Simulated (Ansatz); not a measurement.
Zincblende LiH, relaxed with r2SCAN in the PAW code Ansatz. The symmetry is F-43m (No. 216, cubic); conventional cell a = 4.290 Å, 9.87 Å³ an atom. Around Li lie 4 H at 1.86 Å; around H lie 4 Li at 1.86 Å.

The axes x, y and z are those of this cell:
```
CELL_PARAMETERS angstrom
0.00000 2.14512 2.14512
2.14512 0.00000 2.14512
2.14512 2.14512 0.00000
ATOMIC_POSITIONS crystal
Li 0.00000 0.00000 0.00000
H 0.25000 0.25000 0.25000
```

Unstrained: The PBE gap is indirect, 4.196 eV (W to L), below the direct gap of 5.260 eV at k = (-0.150, -0.075, 0.425). The r2SCAN gap is indirect, 4.719 eV (W to L), below the direct gap of 5.797 eV at L. HSE06 gives an indirect gap of 5.245 eV, from W to L; the least direct gap is 6.410 eV at k = (-0.150, -0.075, 0.425). Meshes: PBE 10×10×10, r2SCAN 10×10×10, HSE06 8×8×8. Strains are changes of length per length. After each strain the atoms were relaxed again with r2SCAN within the symmetry that the strain leaves, so tilts or polar shifts that break it weren't tested; points keep the names that they have in the unstrained zone. These are computed values for a spin-unpolarised cell that may be hypothetical; none is a measurement.

(1) Apply uniaxial +0.37 % along z, other directions held. How far does the gap move, against the unstrained cell?

(2) Apply uniaxial -4.87 % along x, other directions held. How far does the gap move, against the unstrained cell?

(3) Apply epitaxial -5.82 % in the xy plane, free normal strain +5.42 %. How far does the gap move, against the unstrained cell?

## Answers

(1) PBE: the gap goes from 4.196 to 4.184 eV (-0.012 eV). r2SCAN: the gap goes from 4.719 to 4.706 eV (-0.013 eV). HSE06: the gap goes from 5.245 to 5.232 eV (-0.013 eV). The r2SCAN energy rises by 0.0 meV an atom.

(2) PBE: the gap goes from 4.196 to 4.181 eV (-0.015 eV); the edges go from W → L to (0.190, -1/2, -0.310) → L. r2SCAN: the gap goes from 4.719 to 4.703 eV (-0.016 eV); the edges go from W → L to (0.190, -1/2, -0.310) → L. HSE06: the gap goes from 5.245 to 5.231 eV (-0.014 eV); the edges go from W → L to (0.190, -1/2, -0.310) → L. The r2SCAN energy rises by 2.8 meV an atom.

(3) PBE: the gap goes from 4.196 to 4.041 eV (-0.155 eV). r2SCAN: the gap goes from 4.719 to 4.557 eV (-0.162 eV). HSE06: the gap goes from 5.245 to 5.079 eV (-0.166 eV). The r2SCAN energy rises by 9.3 meV an atom.

Where an edge lies off the special points, it is a point of the mesh or the k point where a search put PBE's edge or least direct gap, reused for the other functionals, whose own edges may lie a little apart.

Coordinates of k points refer to the reciprocal vectors of the primitive cell of the runs.

The meshes of the hybrids are coarse, so their gaps aren't converged to the digits shown.
